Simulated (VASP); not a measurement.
A convergence study with VASP on RuO2 (space group no. 136 when undisturbed): one setting is varied, all else stays as given below, so the limit is that of these other settings. One atom is moved off its site, so that forces are finite.

```
RuO2
1.0
    4.50347     0.00000     0.00000
    0.00000     4.50347     0.00000
    0.00000     0.00000     3.11933
Ru O
2 4
Cartesian
  0.00000   0.00000   0.05000
  2.25174   2.25174   1.55967
  1.37806   1.37806   0.00000
  3.62980   0.87367   1.55967
  0.87367   3.62980   1.55967
  3.12541   3.12541   0.00000
```

All values below come from PBEsol GGA, VASP's PBE PAW potentials (set 64) (plane waves; VASP). The tightest run used: 400 eV cut-off, 11×11×15 Γ-centred mesh, Gaussian smearing of 0.10 eV, potentials Ru_pv O.

```
setting     E (eV/atom)  pressure (GPa)  largest force (eV/Å)  irreducible k-points
----------  -----------  --------------  --------------------  --------------------
1×1×2 mesh      -7.9788          -16.90                 2.339                     2
2×2×2 mesh      -8.0267          -15.79                 1.320                     6
2×2×3 mesh      -7.9547          -12.81                 0.988                     6
```

Q: These are the cheaper rows. Estimate the results at 11×11×15 mesh, and how far the last row shown lies from them.

A: 
| quantity | tightest run | last row shown is off by |
|---|---|---|
| E (eV/atom) | -7.9711 | 0.0164 |
| pressure (GPa) | -13.27 | 0.46 |
| largest force (eV/Å) | 1.179 | -0.191 |

Left out are rungs that failed or repeat a setting and relaxations that didn't move; long series are thinned to 24 rows.

The structure is a typed RuO2 crystal (space group no. 136). The cell was not relaxed at this level, it is distorted from the ideal structure.
